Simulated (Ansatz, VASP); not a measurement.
## One calculation of Pb4O, two programs

```
Pb O
1.0
     5.98363    0.00000    0.00000
     0.00000    5.98363    0.00000
     0.00000    0.00000    5.98363
Pb O
4 1
Direct
  0.00000 0.50000 0.50000
  0.50000 0.00000 0.50000
  0.50000 0.50000 0.00000
  0.50000 0.50000 0.50000
  0.00000 0.00000 0.00000
```

Alike in both runs: functional PBE; k mesh 6 × 6 × 6; occupations gaussian, width 0.1 eV; no spin polarisation.

Ansatz relaxed the structure, and its values are those at the end. VASP's run is a single point on that final structure, the one shown.

```csv
,VASP,Ansatz
version,VASP 6.6.1,Ansatz 0.2.0
potentials or method,"VASP PAW PBE potentials, release 64 (Pb_d, O)","scalar-relativistic, plane waves, PAW"
plane-wave cutoff (eV),520,420
valence electrons in the cell,62,62
```

|  | VASP | Ansatz | Ansatz less VASP |
| --- | --- | --- | --- |
| gap on the k mesh at the Fermi level (eV) | none | none | - |
| pressure (GPa) | 0.0 | 0.0 | +0.06 |

A gap of «none» marks a metal or a gap that the smearing closes.

The runs have no spin-orbit coupling, so splittings on Pb are missing.
